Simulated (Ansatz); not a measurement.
**TiCo in Ansatz: the effect of functional**

The system is TiCo.

```
Co Ti
1.0
     2.94575    0.00000    0.00000
     0.00000    2.94575    0.00000
     0.00000    0.00000    2.94575
Co Ti
1 1
Direct
  0.50000 0.50000 0.50000
  0.00000 0.00000 0.00000
```

The cell comes from a database or a generator and needn't be the stable form of this composition.

The cell isn't the ideal one: volume scaled by 0.96.

Alike in all runs:

* Program: Ansatz 0.2.0
* Task: single point
* Potentials or basis: Ansatz PAW
* k mesh: 9 × 9 × 9
* Occupations: fermi-dirac, width 0.05 eV
* Spin: collinear spin, ferromagnetic start
* Starting moments: [2.0, 1.0] μB

```tsv
functional	cutoff	pressure (GPa)	moment (μB)
LDA	420 eV (not typed: the program's choice for these potentials)	-8.3	0.45
r2SCAN	500 eV (not typed: the program's choice for these potentials)	7.5	0.86
PBE	420 eV (not typed: the program's choice for these potentials)	?	?
```

Task: What does the run with functional PBE give?

Result: Pressure 6.6 GPa; moment 0.75 μB.

Caveats: the PAW data sets come from PBE, with cores solved anew for the run's functional, which leaves a small shift of forces and pressure (some runs); the magnetic or orbital state may not be the lowest (some runs); the starting moments weren't kept (some runs).
